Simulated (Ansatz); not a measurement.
Write the native input for Ansatz 0.2.0 that does the following.

```yaml
Task: single point
Functional: HSE06 form with a typed share of exact exchange
Potentials_or_basis: Ansatz PAW
Cutoff: "420 eV (not typed: the program's choice for these potentials)"
k_mesh: 5 × 5 × 5
Occupations: fermi-dirac, width 0.05 eV
Spin: no spin polarisation
Screening_1/Å: 0.2
Share_of_exact_exchange: 0.5
```

SnO:

```
Sn O
1.0
     3.13193    0.00000    0.00000
     0.00000    3.13193    0.00000
     0.00000    0.00000    3.13193
Sn O
1 1
Direct
  0.00000 0.00000 0.00000
  0.50000 0.50000 0.50000
```

The cell was built by a generator and needn't be a form met in nature.

These files were run (other wordings do the same):

input

```
crystal:
  lattice:
    - [3.13193, 0.0, 0.0]
    - [0.0, 3.13193, 0.0]
    - [0.0, 0.0, 3.13193]
  atoms:
    - { symbol: Sn, position: [0.0, 0.0, 0.0] }
    - { symbol: O, position: [0.5, 0.5, 0.5] }
hamiltonian:
  xc: { exchange: pbe, correlation: pbe, exx: { coeff: 0.5, omega: 0.2 } }
  pseudopotentials: { kind: paw }
kpoints:
  mp_grid: { grid: [5, 5, 5] }
scf:
  occupations: { method: fermi_dirac, width: 0.05 }
output:
  forces: true
  stress: true
  eigenvalues: true
```

Results of the run:

The pressure is -7.3 GPa and the band gap on the k mesh is 2.72 eV, indirect (least direct gap 3.20 eV).

Caveat: odd divisions of the mesh miss points on the zone boundary, where band edges often lie, so the gap on the mesh can be too wide; spin-orbit coupling is left out, which moves the levels of the heavy elements; the PAW data sets come from PBE, with cores solved anew for the run's functional, which leaves a small shift of forces and pressure; the thresholds are loose for stress.

Run time: 22 s on 1 × NVIDIA H100 80GB HBM3 with 2 threads of AMD EPYC 7R13 Processor (Zen 3), with other jobs on the host, peak memory 1.6 GiB.
